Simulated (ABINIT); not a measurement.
**Quasiparticle gap of AlN (F-43m) in ABINIT**

Wanted: ground state, empty states, screening and self-energy for AlN (F-43m).

Calculated with ABINIT 10.8.3; PBE and many-body steps on it, plane waves.

Report form: the programs' logs are mostly left out.

### 1. Starting point

The structure is cubic, space group F-43m (No. 216). Conventional cell: a = 4.368 Å, b = 4.368 Å, c = 4.368 Å, α = 90.00°, β = 90.00°, γ = 90.00°. Nearest to Al lie 4 N at 1.89 Å. Nearest to N lie 4 Al at 1.89 Å. Farther neighbours and most contacts between anions are not listed.

Structure file:

```cif
data_structure
_symmetry_space_group_name_H-M 'P 1'
_symmetry_Int_Tables_number 1
_cell_length_a 3.0886
_cell_length_b 3.0886
_cell_length_c 3.0886
_cell_angle_alpha 60.000
_cell_angle_beta 60.000
_cell_angle_gamma 60.000
_cell_volume 20.83
loop_
_atom_site_label
_atom_site_type_symbol
_atom_site_fract_x
_atom_site_fract_y
_atom_site_fract_z
_atom_site_occupancy
Al1 Al 0.00000 0.00000 0.00000 1
N2 N 0.75000 0.75000 0.75000 1
```

The cell and positions are those that the Materials Project relaxed with its own functionals (PBE, PBE+U or r2SCAN), kept fixed. This is not the form that AlN usually takes at ambient conditions.

### 2. Ground state

This step: ABINIT 10.8.3; DFT, PBE, plane waves, norm-conserving pseudopotentials.

The ground-state density comes first.

run.abi

```
acell 3*1.0 Angstrom
rprim 
  -0.000000000000 2.183993559600 2.183993559600
  2.183993559600 -0.000000000000 2.183993559600
  2.183993559600 2.183993559600 -0.000000000000
ntypat 2
znucl 13 7
natom 2
typat 1 2
xred 
  0.000000000000 0.000000000000 0.000000000000
  0.750000000000 0.750000000000 0.750000000000
pp_dirpath "pseudos"
pseudos "Al.upf, N.upf"
ecut 36
ngkpt 8 8 8
nshiftk 1
shiftk 0 0 0
kptopt 1
chksymbreak 0
nband 9
occopt 1
tolvrs 1e-10
nstep 60
prtwf 0
optforces 0
optstress 0
indata_prefix "in"
outdata_prefix "out"
tmpdata_prefix "tmp"
```

Launch:

```
$ OMP_NUM_THREADS=1 mpirun -n 4 abinit run.abi > log
```

Elapsed: 4.5 s, on 4 MPI ranks of Intel Xeon Platinum 8375C at 2.90GHz (Ice Lake), shared host; peak memory 0.29 GiB; 17 s of CPU time.

Numbers from this step:

* total energy: -348.0988 eV
* gap: 3.325 eV
* k of the valence top: 0, 0, 0
* k of the conduction bottom: 0.5, 0.5, 0
* least direct gap: 4.192 eV

The gap is indirect, with the least direct gap 0.87 eV higher.

### 3. Bands along the symmetry lines

Levels along a band path, at the cheap level, show where the edges lie and whether the meshes to come will hold them.

run.abi

```
acell 3*1.0 Angstrom
rprim 
  -0.000000000000 2.183993559600 2.183993559600
  2.183993559600 -0.000000000000 2.183993559600
  2.183993559600 2.183993559600 -0.000000000000
ntypat 2
znucl 13 7
natom 2
typat 1 2
xred 
  0.000000000000 0.000000000000 0.000000000000
  0.750000000000 0.750000000000 0.750000000000
pp_dirpath "pseudos"
pseudos "Al.upf, N.upf"
ecut 36
iscf -2
irdden 1
kptopt 0
nkpt 50
kpt 
  0.00000000 0.00000000 0.00000000
  -0.06250000 -0.06250000 0.00000000
  -0.12500000 -0.12500000 0.00000000
  -0.18750000 -0.18750000 0.00000000
  -0.25000000 -0.25000000 0.00000000
  -0.31250000 -0.31250000 0.00000000
  -0.37500000 -0.37500000 0.00000000
  -0.43750000 -0.43750000 0.00000000
  -0.50000000 -0.50000000 0.00000000
  -0.48437500 -0.48437500 0.03125000
  -0.46875000 -0.46875000 0.06250000
  -0.45312500 -0.45312500 0.09375000
  -0.43750000 -0.43750000 0.12500000
  -0.42187500 -0.42187500 0.15625000
  -0.40625000 -0.40625000 0.18750000
  -0.39062500 -0.39062500 0.21875000
  -0.37500000 -0.37500000 0.25000000
  -0.37500000 0.00000000 0.37500000
  -0.32812500 0.00000000 0.32812500
  -0.28125000 0.00000000 0.28125000
  -0.23437500 0.00000000 0.23437500
  -0.18750000 0.00000000 0.18750000
  -0.14062500 0.00000000 0.14062500
  -0.09375000 0.00000000 0.09375000
  -0.04687500 0.00000000 0.04687500
  0.00000000 0.00000000 0.00000000
  0.00000000 0.00000000 0.06250000
  0.00000000 0.00000000 0.12500000
  0.00000000 0.00000000 0.18750000
  0.00000000 0.00000000 0.25000000
  0.00000000 0.00000000 0.31250000
  0.00000000 0.00000000 0.37500000
  0.00000000 0.00000000 0.43750000
  0.00000000 0.00000000 0.50000000
  -0.06250000 -0.03125000 0.46875000
  -0.12500000 -0.06250000 0.43750000
  -0.18750000 -0.09375000 0.40625000
  -0.25000000 -0.12500000 0.37500000
  -0.31250000 -0.15625000 0.34375000
  -0.37500000 -0.18750000 0.31250000
  -0.43750000 -0.21875000 0.28125000
  -0.50000000 -0.25000000 0.25000000
  -0.50000000 -0.28125000 0.21875000
  -0.50000000 -0.31250000 0.18750000
  -0.50000000 -0.34375000 0.15625000
  -0.50000000 -0.37500000 0.12500000
  -0.50000000 -0.40625000 0.09375000
  -0.50000000 -0.43750000 0.06250000
  -0.50000000 -0.46875000 0.03125000
  -0.50000000 -0.50000000 0.00000000
istwfk *1
nband 11
nbdbuf 2
tolwfr 1e-08
nstep 40
prtwf 0
prtvol 0
indata_prefix "in"
outdata_prefix "out"
tmpdata_prefix "tmp"
```

Run time: 3.8 s. Hardware: 4 MPI ranks; peak memory 0.27 GiB.

This step gave:

- gap: 3.325 eV
- k of the valence top: 0, 0, 0
- k of the conduction bottom: -0.5, -0.5, 0
- least direct gap: 4.192 eV

The gap is 3.325 eV, as in the run before at this level.

Electronic bands along the path, in eV, zero at the top of the highest filled band; v1 is the highest filled band, c1 the lowest empty one:

```tsv
point	v4	v3	v2	v1	c1	c2	c3	c4
Γ	-14.97	0.00	0.00	0.00	4.19	12.59	12.59	12.59
halfway	-13.84	-2.88	-0.98	-0.98	5.96	10.29	11.51	14.02
X	-12.28	-4.90	-1.78	-1.78	3.32	8.65	13.92	15.70
halfway	-12.27	-4.73	-2.47	-1.67	3.96	9.19	13.67	15.23
U	-12.30	-4.25	-3.63	-1.37	5.17	10.12	13.05	14.17
jump to K	-12.30	-4.25	-3.63	-1.37	5.17	10.12	13.05	14.17
halfway	-13.74	-3.54	-1.50	-0.20	7.34	10.30	11.41	12.58
Γ	-14.97	0.00	0.00	0.00	4.19	12.59	12.59	12.59
halfway	-14.12	-3.26	-0.26	-0.26	6.45	10.98	12.35	12.35
L	-12.92	-5.86	-0.48	-0.48	7.39	9.85	11.17	11.17
halfway	-12.60	-5.14	-2.22	-1.12	7.11	9.26	12.17	12.69
W	-12.23	-3.77	-3.44	-2.70	6.05	11.45	11.98	12.16
halfway	-12.25	-4.56	-2.40	-2.29	4.57	9.69	13.40	13.89
X	-12.28	-4.90	-1.78	-1.78	3.32	8.65	13.92	15.70
```

### 4. Empty states on the mesh, 6×6×6 mesh, 107 bands

The sums over transitions need many empty states on a uniform mesh; this step solves for them.

run.abi

```
acell 3*1.0 Angstrom
rprim 
  -0.000000000000 2.183993559600 2.183993559600
  2.183993559600 -0.000000000000 2.183993559600
  2.183993559600 2.183993559600 -0.000000000000
ntypat 2
znucl 13 7
natom 2
typat 1 2
xred 
  0.000000000000 0.000000000000 0.000000000000
  0.750000000000 0.750000000000 0.750000000000
pp_dirpath "pseudos"
pseudos "Al.upf, N.upf"
ecut 36
ngkpt 6 6 6
nshiftk 1
shiftk 0 0 0
kptopt 1
chksymbreak 0
irdden 1
istwfk *1
nband 107
prtvol 0
optdriver 6
gwr_task "HDIAGO"
paral_kgb 0
occopt 1
indata_prefix "in"
outdata_prefix "out"
tmpdata_prefix "tmp"
```

The job ended after 9.4 s (4 MPI ranks; peak memory 0.71 GiB; 37 s of CPU time).

Numbers from this step:

```
gap                                                           : 3.325 eV
k of the valence top                                          : 0, 0, 0
k of the conduction bottom                                    : 0.5, 0.5, 0
least direct gap                                              : 4.192 eV
k points computed                                             : 16
lowest point of the top converged band, above the valence top : 142.0660 eV
```

On this mesh the gap is 3.325 eV.

### 5. Screening, 6×6×6 mesh, 99 bands, screening to 217.7 eV

The RPA dielectric matrix is built and inverted for each q.

This step: RPA screening on PBE, plane waves, norm-conserving pseudopotentials.

run.abi: that of step 4 with these lines changed.

```diff
@@ -20,10 +20,11 @@
 chksymbreak 0
-irdden 1
 istwfk *1
-nband 107
-prtvol 0
-optdriver 6
-gwr_task "HDIAGO"
-paral_kgb 0
 occopt 1
+irdwfk 1
+optdriver 3
+nband 99
+ecuteps 8
+inclvkb 2
+awtr 1
+symchi 1
 indata_prefix "in"
```

It took 40 s on 4 MPI ranks; peak memory 0.77 GiB; 2.6 min of CPU time.

This step gave:

```yaml
eps_infinity_with_local_fields_on_this_mesh_along_the_program_s_q_direction: 4.348
the_same_without_local_fields: 4.791
plasma_frequency: 23.01 eV
plane_waves_in_the_screening_matrix: 169
```

Local fields lower ε∞ by 9 %.

### 6. Self-energy, 6×6×6 mesh, 99 bands, screening to 217.7 eV

The self-energy is evaluated for the states that the input lists, and the levels follow from it, in one-shot runs by the linearised quasiparticle equation.

This step: G0W0 on PBE, plane waves, norm-conserving pseudopotentials.

run.abi: that of step 5 with these lines changed.

```diff
@@ -23,8 +23,17 @@
 irdwfk 1
-optdriver 3
+optdriver 4
 nband 99
+gwcalctyp 0
+ecutsigx 36
+symsigma 1
+nkptgw 2
+kptgw 
+  0.0000000000 0.0000000000 0.0000000000
+  0.5000000000 0.5000000000 0.0000000000
+bdgw 
+  2 8
+  3 6
 ecuteps 8
-inclvkb 2
-awtr 1
-symchi 1
+irdscr 1
+ppmodel 1
 indata_prefix "in"
```

Run time: 9.8 s. Hardware: 4 MPI ranks; peak memory 0.81 GiB; 39 s of CPU time.

This step gave:

* G0W0 gap on the points computed: 4.518 eV
* starting gap on the mesh: 3.325 eV
* k of the valence top: 0, 0, 0
* k of the conduction bottom: 0.5, 0.5, 0
* Z at the valence top: 0.785
* Z at the conduction bottom: 0.835
* least direct G0W0 gap on the computed points: 5.586 eV

The gap on the mesh goes from 3.32 eV to 4.52 eV, a correction of +1.19 eV.

Limits: finite bands, cutoff and mesh. v1 is the top filled band, c1 the lowest empty one. Levels before and after the correction, in eV, zero at the valence-band top of each column:

```tsv
	conduction bottom	valence top
Kohn-Sham	3.32	0.00
G0W0	4.52	0.00
```

```tsv
	level	energy (eV)
Kohn-Sham	Γ v3-v1	0.000
Kohn-Sham	Γ c1	4.192
Kohn-Sham	Γ c2-c4	12.589
Kohn-Sham	(0.5 0.5 0) v2-v1	-1.775
Kohn-Sham	(0.5 0.5 0) c1	3.325
Kohn-Sham	(0.5 0.5 0) c2	8.652
G0W0	Γ v3-v1	0.000
G0W0	Γ c1	5.586
G0W0	Γ c2-c4	14.030
G0W0	(0.5 0.5 0) v2-v1	-2.066
G0W0	(0.5 0.5 0) c1	4.518
G0W0	(0.5 0.5 0) c2	10.084
```

### 7. Where the time went

Times are wall times on 4 MPI ranks of Intel Xeon Platinum 8375C at 2.90GHz (Ice Lake), shared host, good to a factor of about two.

```tsv
step	time	share	memory (GiB)
ground state	4.5 s	7 %	0.29
bands along the symmetry lines	3.8 s	6 %	0.27
empty states on the mesh	9.4 s	14 %	0.71
screening	40 s	59 %	0.77
self-energy	9.8 s	15 %	0.81
```

### 8. Outcome

| Quantity | Value |
| --- | --- |
| PBE gap | 3.32 eV, indirect |
| G0W0 gap on the mesh | 4.52 eV |
| GW settings | 6×6×6 mesh, 99 bands, screening to 217.7 eV, Godby-Needs plasmon pole |
| known limits | not at the basis limit |

In words: G0W0 moves the gap on the mesh from 3.32 eV to 4.52 eV (+1.19 eV), with Z of 0.79 and 0.83 at the edges. Local fields lower the RPA ε∞ on this mesh from 4.79 to 4.35. Only 2 of the mesh's irreducible points were corrected, so a valley elsewhere could overtake. The dearest step here is «screening». Bands and cutoff are finite, so the gap is not at the basis limit. The miss can reach some tenths of an eV and take either sign; the mesh is an error of its own. In the G0W0 run levels were corrected at 2 k points alone, so a gap called «on the mesh» is the least over those, and an edge elsewhere would be missed.

[Paths, hosts, dates, memory and timing lines, banners, echoed tables and standing remarks are left out of the program output.]

[Logs are printed without paths, hosts, clocks, repeated set-up lines and the standing remarks that a program may print on its own settings, such as how far it seeks lower states.]

[Runs of the session that timed out or met a known fault of the program may be left out.]

[Hosts, paths, dates, database ids (printed as entryN), source tags and the programs' standing remarks are cut or masked in the printed files.]

[G0W0 gaps are taken among the corrected bands and points alone; a level outside them can change the order at an edge.]

[Where Ansatz stands beside ABINIT at settings called matched, ABINIT's density can come from a denser mesh and the files from another edition; pairs whose starting gaps differed by over 0.03 eV were left out, so agreement reads better than it is.]
